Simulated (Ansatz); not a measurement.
## Straining Si₇Ge

Theory: Ansatz 0.2.0, DFT r2SCAN, scalar-relativistic, plane waves, PAW. Run with 500 eV cutoff, 8×8×8 k-mesh, Gaussian smearing of 0.02 eV, no spin polarisation.

The relaxed crystal:

```
CELL_PARAMETERS angstrom
5.46797 0.00000 0.00000
0.00000 5.46797 0.00000
0.00000 0.00000 5.46797
ATOMIC_POSITIONS crystal
Si 0.25243 0.25243 0.25243
Si 0.00000 0.50000 0.50000
Si 0.50000 0.50000 0.00000
Si 0.50000 0.00000 0.50000
Si 0.74757 0.25243 0.74757
Si 0.74757 0.74757 0.25243
Si 0.25243 0.74757 0.74757
Ge 0.00000 0.00000 0.00000
```

Deformation: biaxial strain in the a-b plane, with the length and tilt of c and the atoms relaxed, all within the symmetry that the strain leaves. Energies are extrapolated to zero smearing. Stress is positive in compression, on the Cartesian axes of the cell above. Gaps are generalised Kohn–Sham gaps over the whole zone.

```csv
strain (%),ΔE (meV/atom),a (Å),b (Å),c (Å),σxx (GPa),σyy (GPa),σzz (GPa),gap (eV)
-4.0,39.7,5.249,5.249,5.627,8.15,8.15,0.00,0.20
-2.0,9.6,5.359,5.359,5.548,3.84,3.84,0.00,0.42
+0.0,0.0,5.468,5.468,5.468,0.03,0.03,0.03,0.59
+2.0,?,5.577,5.577,?,?,?,?,?
+4.0,?,5.687,5.687,?,?,?,?,?
```

Task: Fill in the row at +2.0 %.

Result: ΔE 8.7 meV/atom; c 5.389 Å; σxx -3.35 GPa; σyy -3.35 GPa; σzz 0.00 GPa; gap 0.42 eV.

Task: Fill in the row at +4.0 %.

Result: ΔE 33.7 meV/atom; c 5.308 Å; σxx -6.29 GPa; σyy -6.29 GPa; σzz 0.00 GPa; gap 0.11 eV.